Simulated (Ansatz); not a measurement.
C4H6O2 can be A, `C=COC(C)=O`, or B, `O=C1CCCO1`.

Isolated molecules relaxed with PBE0-D4/def2-TZVP in Ansatz; ΔE leaves out vibrations. CCSD(T)/CBS adds triple-zeta CCSD(T) − MP2 to the extrapolated MP2 energy (def2 sets, frozen cores). Functionals use def2-TZVPP. B3LYP here is the variant with VWN-RPA as its local correlation; programs differ in this. Each species was taken in one conformer, which may not be the lowest.

A:

```xyz
12

C    -2.501    0.012    0.411
C    -1.362    0.459   -0.086
O    -0.189   -0.204    0.169
C     0.955    0.301   -0.363
C     2.120   -0.552    0.021
O     0.994    1.288   -1.038
H    -2.543   -0.879    1.025
H    -3.418    0.544    0.202
H    -1.255    1.341   -0.705
H     1.965   -1.572   -0.337
H     2.203   -0.598    1.108
H     3.030   -0.139   -0.407
```

B:

Z-matrix (Å, degrees):
```
C
C 1 1.514
C 1 1.519 2 103.5
H 1 1.095 2 107.4 3 -118.9
H 1 1.088 2 110.2 3 124.1
O 2 1.353 1 109.1 3 16.8
O 2 1.192 1 128.5 3 -163.6
C 3 1.524 1 101.7 2 -27.4
H 3 1.090 1 114.1 2 -148.6
H 3 1.092 1 110.4 2 89.4
H 8 1.095 3 111.9 1 -88.2
H 8 1.090 3 113.9 1 147.8
```

(1) Which is lower in electronic energy at CCSD(T)/CBS, and by how much? (An estimate is asked.)

(2) Give E(B) − E(A) in kcal/mol with LDA (SPW92), BLYP-D4, B2PLYP, PBE0-D4, r2SCAN-D4, B3LYP-D4, CCSD/def2-TZVPP. (Best estimate.)

(3) Does the order hold for the free energy at 298.15 K (harmonic terms from PBE0-D4)? (Best estimate.)

Largest T1 diagnostic: 0.014.

## Answers

(1) The calculation gave: B, by 15.2 kcal/mol.

(2) Computed: LDA (SPW92) -19.1, BLYP-D4 -9.5, B2PLYP -13.1, PBE0-D4 -17.9, r2SCAN-D4 -15.0, B3LYP-D4 -12.0, CCSD/def2-TZVPP -15.8. None reverses the order clearly.

(3) Computed: Yes: G(B) − G(A) = -10.7 kcal/mol, for one conformer each.

In def2-TZVPP, CCSD(T) changes the Hartree–Fock value by −3.0 kcal/mol (the triples alone add +0.3 kcal/mol) and MP2 by −4.9 kcal/mol. The D4 term adds −1.1 kcal/mol with B3LYP and −0.5 kcal/mol with PBE0; it sums over pairs of atoms, weighted by their polarisabilities, and B3LYP, whose exchange is more repulsive, gets the larger term.
